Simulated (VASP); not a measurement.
# AlN: G0W0 on PBE

AlN, Fm-3m (no. 225), 2 atoms in the cell. PBE, GW; PAW potentials Al_GW, N_GW (PBE set).

GW scheme: G0W0; Iterations: 1; Orbital cutoff (eV): 450; Response cutoff (eV): 300; Frequency points: 48; Procedure: three steps, all bands.

## Input

INCAR.step1:
```
PREC = Accurate
ENCUT = 450
ISMEAR = 0
SIGMA = 0.05
LASPH = T
LREAL = F
GGA = PE
ALGO = Normal
EDIFF = 1E-8
NELM = 150
LWAVE = T
LCHARG = F
KPAR = 4
```

INCAR.step2, as INCAR.step1 but for:
```
- ALGO = Normal
- NELM = 150
+ ALGO = Exact
+ NELM = 1
+ ISTART = 1
+ NBANDS = 364
+ LOPTICS = T
```

INCAR.step3:
```
PREC = Accurate
ENCUT = 450
ISMEAR = 0
SIGMA = 0.05
LASPH = T
LREAL = F
GGA = PE
ALGO = EVGW0
NBANDS = 364
NBANDSGW = 8
ENCUTGW = 300
NOMEGA = 48
PRECFOCK = Fast
ISTART = 1
LWAVE = F
LCHARG = F
NELMGW = 1
KPAR = 4
```

KPOINTS:
```
k-points
0
Gamma
  3 3 3
```

POSCAR:
```
AlN
1.0
    0.0000000000      2.0345180000      2.0345180000
    2.0345180000      0.0000000000      2.0345180000
    2.0345180000      2.0345180000      0.0000000000
Al N
1 1
Direct
    0.5000000000      0.5000000000      0.5000000000
    0.0000000000      0.0000000000      0.0000000000
```

Commands (each step's output is kept before the next begins):
```
cat potpaw_PBE.64/Al_GW/POTCAR potpaw_PBE.64/N_GW/POTCAR > POTCAR
cp INCAR.step1 INCAR
mpirun -np 4 vasp_std > vasp.out
cp INCAR.step2 INCAR
mpirun -np 4 vasp_std > vasp.out
cp INCAR.step3 INCAR
mpirun -np 4 vasp_std > vasp.out
```

## Result

- Quasiparticle gap on the mesh (eV): 7.00
- Gap of the starting point on the mesh (eV): 5.35
- Quasiparticle gap at the zone centre (eV): 7.00
- Starting gap at the zone centre (eV): 5.35
- Correction of the gap between the band edges on the mesh (eV): 1.66
- Shift of the valence top (eV): -1.02
- Shift of the conduction bottom (eV): 0.64
- Z of the valence top at the zone centre: 0.79
- Static dielectric constant, RPA: 7.6

Levels near the gap:

| k point | band | start (eV) | quasiparticle (eV) |
|---|---|---|---|
| 0 0 0 | 1 | -8.82 | -10.40 |
| 0 0 0 | 2 | 8.64 | 7.62 |
| 0 0 0 | 3 | 8.64 | 7.62 |
| 0 0 0 | 4 | 8.64 | 7.62 |
| 0 0 0 | 5 | 13.99 | 14.63 |
| 0 0 0 | 6 | 20.56 | 21.15 |
| 0 0 0 | 7 | 20.56 | 21.15 |
| 0 0 0 | 8 | 20.56 | 21.15 |

Limits: the mesh is coarse: neither the gap nor the screening is converged.

VASP 6.6.1 took 36 s on 4 cores (AMD EPYC 7R43 (Zen 3)), a shared host.
